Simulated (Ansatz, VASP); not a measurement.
## One calculation of TiC, two programs

```
Ti C
1.0
     0.00000    2.11475    2.11475
     2.11475    0.00000    2.11475
     2.11475    2.11475    0.00000
Ti C
1 1
Direct
  0.00000 0.00000 0.00000
  0.50000 0.50000 0.50000
```

Alike in both runs: functional PBE; k mesh 16 × 16 × 16; occupations fermi-dirac, width 0.08 eV; no spin polarisation.

Ansatz relaxed the structure, and its values are those at the end. VASP's run is a single point on that final structure, the one shown.

|  | VASP | Ansatz |
| --- | --- | --- |
| version | VASP 6.6.1 | Ansatz 0.2.0 |
| potentials or method | VASP PAW PBE potentials, release 64 (Ti_sv, C) | PAW with Ansatz's default frozen-core files, scalar-relativistic |
| plane-wave cutoff (eV) | 520 | 420 |
| valence electrons in the cell | 16 | 16 |

|  | VASP | Ansatz | Ansatz less VASP |
| --- | --- | --- | --- |
| pressure (GPa) | 21.2 | 21.0 | -0.18 |

The functional is the same, so the differences come from potentials, cutoffs and numerics.

Caveats: so large a pressure means that the cell lies far from this level's equilibrium, or that cutoff or potentials fall short (VASP).
